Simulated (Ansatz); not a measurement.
# C interstitial in TaC

Theory: DFT PBE, scalar-relativistic, plane waves, PAW in Ansatz 0.2.0. (420 eV cutoff, 4×4×4 k-mesh, shifted by half a step, Gaussian smearing of 0.10 eV, no spin polarisation)

Host crystal, relaxed:

```xyz
2
Lattice="0.0000 2.2377 2.2377 2.2377 0.0000 2.2377 2.2377 2.2377 0.0000" Properties=species:S:1:pos:R:3 pbc="T T T"
Ta    0.0000    0.0000    0.0000
C     2.2377    2.2377    2.2377
```

Supercell of 32 atoms, rows in host cell vectors: 1 1 1; 1 -3 1; 1 1 -3. Atoms relax at the host's cell, keeping the symmetry that the supercell leaves at the site. The cell is small, so energies carry finite-size errors of tenths of an eV. The host is a metal. Atoms are taken from and returned to the elements' standard states.

Spin-orbit coupling is left out, which matters for the bands and energies of heavy elements.

Defect: C interstitial at (0.250, 0.250, 0.250) of the host cell.

Q: What is the formation energy of the neutral defect?

A: 6.65 eV.

Q: Does the neutral defect carry a moment, and how do its surroundings relax?

A: The neutral run had no spin polarisation, so a moment wasn't tested. The nearest neighbours before are 4 Ta at 1.94 Å, 4 C at 1.94 Å; after relaxation the atoms near the site are 4 C at 2.05 Å, 4 Ta at 2.06 Å; the largest move is 0.12 Å.